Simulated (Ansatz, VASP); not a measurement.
## Pb: VASP beside Ansatz

```
Pb
1.0
     0.00000    2.70820    2.70820
     2.70820    0.00000    2.70820
     2.70820    2.70820    0.00000
Pb
2
Direct
  0.87500 0.87500 0.87500
  0.12500 0.12500 0.12500
```

Change from the starting cell: volume scaled by 0.5, LAPW.

Alike in both runs: task single point; functional LDA; k mesh 10 × 10 × 10; occupations fermi-dirac, width 0.08 eV; no spin polarisation.

|  | VASP | Ansatz |
| --- | --- | --- |
| version | VASP 6.6.1 | Ansatz 0.2.0 |
| potentials or method | VASP PAW LDA potentials, release 64 (Pb_d), cutoff 520 eV | all-electron LAPW, scalar-relativistic |

VASP gave:

- pressure (GPa): 129.3

**Question.** What did Ansatz give for the same quantities?

**Answer.** Pressure (GPa): 128.0.

Ansatz ran all-electron here, so the differences hold the error of VASP's frozen core and of both bases.

Caveats: the cell as given lies far from equilibrium; so large a pressure means that the cell lies far from this level's equilibrium, or that cutoff or potentials fall short (VASP). The runs have no spin-orbit coupling, so splittings on Pb are missing.
